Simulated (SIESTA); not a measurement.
The system is Ge.

```
Ge
1.0
     1.39715   -2.60052    0.00000
     1.39715    2.60052    0.00000
     0.00000    0.00000    2.69823
Ge
1
Direct
  0.50000 0.50000 0.00000
```

This isn't the form of Ge at room conditions, which is diamond.

* Program: SIESTA 5.4.2
* Task: single point
* Functional: PBE
* Potentials or basis: PseudoDojo 0.4 standard (PBE files)
* Basis: DZP (energy shift 0.002 Ry)
* Grid cutoff: 800 Ry
* Energy shift: 0.002 Ry
* k mesh: 11 × 11 × 10
* Occupations: fermi-dirac, width 0.05 eV
* Spin: no spin polarisation

On this cell: pressure 2.4 GPa; band gap on the k mesh none (metal or under the smearing width).

The same run follows on a disturbed copy (cell strained at random at fixed volume):

```
Ge
1.0
     1.36702   -2.63255    0.01333
     1.36007    2.62881    0.00776
     0.02036   -0.00289    2.73319
Ge
1
Cartesian
  1.4077 -0.0092 -0.0083
```

What does the disturbed cell give?

The energy (extrapolated to zero smearing) moves by +15.6 meV/atom; pressure 2.8 GPa; band gap on the k mesh none (metal or under the smearing width).

Stress tensor (GPa, compression positive):
```
 7.85 -0.09 -0.25
-0.09  0.27  0.08
-0.25  0.08  0.20
```

Caveats: semicore shells carry a single zeta, which can move pressures by several GPa and volumes by a few percent; the basis of atomic orbitals isn't converged, which shifts pressures, moduli and gaps.
